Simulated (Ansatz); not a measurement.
## MgO (P-6m2), an elastic constant from a strain scan

Computed with DFT PBE, scalar-relativistic, plane waves, PAW in Ansatz 0.2.0. Cutoff 420 eV, Γ-centred 12×12×8 k-points, Gaussian smearing of 0.05 eV. No spin polarisation. Energies are free energies at this smearing, counted from the undisturbed cell; pressure is positive in compression.

The starting cell (relaxed at this level; this form isn't the usual structure):

```
Mg O
1.0
     2.93772    0.00000    0.00000
    -1.46886    2.54414    0.00000
     0.00000    0.00000    2.67979
Mg O
1 1
Direct
  0.00000 0.00000 0.00000
  0.33333 0.66667 0.50000
```

The cell is strained by ε times the Voigt pattern (0, 1, 0, 0, 0, 0) (xx, yy, zz, yz, xz, xy; engineering shear) with fractional coordinates fixed. The cell holds 2 atoms in V0 = 20.03 Å³. The stress column is τ = (1/V0) dE/dε, got from the stress tensor σ (compression positive) at each point as −det(1 + εP) σ : P(1 + εP)⁻¹, with P the pattern as a tensor.

| ε | ΔE (meV/atom) | τ (GPa) |
| --- | --- | --- |
| -0.0600 | 39.635 | -22.153 |
| -0.0450 | 21.763 | -16.034 |
| -0.0300 | 9.435 | -10.316 |
| -0.0150 | 2.292 | -4.977 |
| 0.0000 | 0.000 | 0.009 |
| 0.0150 | 2.198 | 4.655 |
| 0.0300 | 8.627 | 8.989 |
| 0.0450 | 18.962 | 13.027 |
| 0.0525 | 25.518 | 14.941 |
| 0.0600 | ? | ? |

Problem. Which combination of elastic constants does this scan measure, and how large is it?

Solution. For small ε, τ = τ0 + Kε with K = pᵀCp, which for this pattern is C22 in the Cartesian frame shown. The parabola through τ at ε = -0.0150, 0 and 0.0150 has slope K = 321 GPa at zero. The energies per cell, E = NΔE, of the same two points give K = 2[E(ε₊)/ε₊ − E(ε₋)/ε₋]/[(ε₊ − ε₋)V0] = 319 GPa, in agreement. These are clamped-ion values.

Problem. Predict the withheld row at ε = 0.0600 from the harmonic law, and compare.

Solution. ΔE = V0(τ0 ε + Kε²/2)/N = 36.157 meV/atom and τ = 19.27 GPa. The calculation gives 32.952 meV/atom and 16.79 GPa: the energy lies 9 % below the harmonic value, as bonds soften when stretched.

Forces appear on the atoms along this scan, and letting them relax would lower the energy and soften the response.

Cost: 10 runs of about 0.4 core-minutes in all, on Intel Xeon 6975P-C (Granite Rapids) (shared hosts).